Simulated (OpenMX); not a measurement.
Runs of OpenMX 3.8.5 on Si. The structure is cubic, space group Pm-3m (No. 221). The conventional cell has a = 2.463 Å, b = 2.463 Å, c = 2.463 Å, α = 90.00°, β = 90.00°, γ = 90.00°. Around Si (site symmetry m-3m) lie 6 Si at 2.46 Å. The cell was built by a generator and needn't be a form met in nature.

```tsv
cell	mesh quality	gap on the mesh (eV)	pressure (GPa)
Pm-3m, 14.94 Å³/atom	coarse	none	10.1
Pm-3m, 16.23 Å³/atom	not flagged	none	-0.2
Pm-3m, 15.59 Å³/atom	not flagged	none	4.5
Pm-3m, 17.53 Å³/atom	not flagged	none	(a)
Pm-3m, 16.88 Å³/atom	not flagged	none	(b)
```

Alike in all rows: task single point; level PBE; potentials or basis OpenMX 2013 PBE set, Si7.0-s2p2d1, grid cutoff 300 Ry; no spin polarisation; k mesh 7 × 7 × 7; smearing fermi-dirac 0.05 eV.

Question: Fill in the values left out.

Answer: (a) -7.0; (b) -3.9.

Caveats: some runs use coarse meshes; the basis of atomic orbitals isn't converged, which shifts pressures, moduli and gaps.

A gap of «none» marks a metal or a gap under the smearing width.
